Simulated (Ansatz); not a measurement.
Start of a relaxation, S put above a Sn atom that lies 1.5 Å under the outermost one (Sn, I4/mmm (No. 139), (1 0 0) face):

```xyz
11
Lattice="6.9622 0.0000 0.0000 0.0000 4.6186 0.0000 0.0000 0.0000 25.9622" Properties=species:S:1:pos:R:3 pbc="T T T"
Sn    1.7405    2.3093    8.5000
Sn    5.2216    2.3093    8.5000
Sn    3.4811    0.0000   10.2405
Sn    0.0000    0.0000   10.2405
Sn    5.2216    2.3093   11.9604
Sn    1.7405    2.3093   11.9604
Sn    0.0000    0.0000   13.8424
Sn    3.4811    0.0000   13.8424
Sn    1.7405    2.3093   15.3057
Sn    5.2216    2.3093   15.3057
S     0.0000    0.0000   16.2857
```

Method: DFT PBE, scalar-relativistic, plane waves, PAW (Ansatz 0.2.0). Plane waves to 420 eV, a k mesh through Γ of 4×6×1 on the computed 11-atom cell and Gaussian smearing (0.10 eV); no spin polarisation. A dipole correction removes the field between periodic images along c.

Atoms 1, 2, 3, 4 (counted from 1) are held. The cell is fixed. Force threshold 0.03 eV/Å.

Task: Where does it end?

Result: The energy falls by 0.131 eV in 4 steps, to:

```
CELL_PARAMETERS angstrom
6.96216 0.00000 0.00000
0.00000 4.61865 0.00000
0.00000 0.00000 25.96216
ATOMIC_POSITIONS crystal
Sn 0.25000 0.50000 0.32740
Sn 0.75000 0.50000 0.32740
Sn 0.50000 0.00000 0.39444
Sn 0.00000 0.00000 0.39444
Sn 0.75192 0.50000 0.46284
Sn 0.24808 0.50000 0.46284
Sn 0.00000 0.00000 0.53025
Sn 0.50000 0.00000 0.52900
Sn 0.25547 0.50000 0.59547
Sn 0.74453 0.50000 0.59547
S 0.00000 0.00000 0.63067
```

The end is the local minimum or symmetric point that this start leads to. The slab is only 7.0 Å thick, so the energy isn't converged with thickness.

The reference crystal is a form of Sn, which isn't its usual structure.

Cost: 1 run of about 7.4 core-minutes, on Arm Neoverse V1 (shared hosts).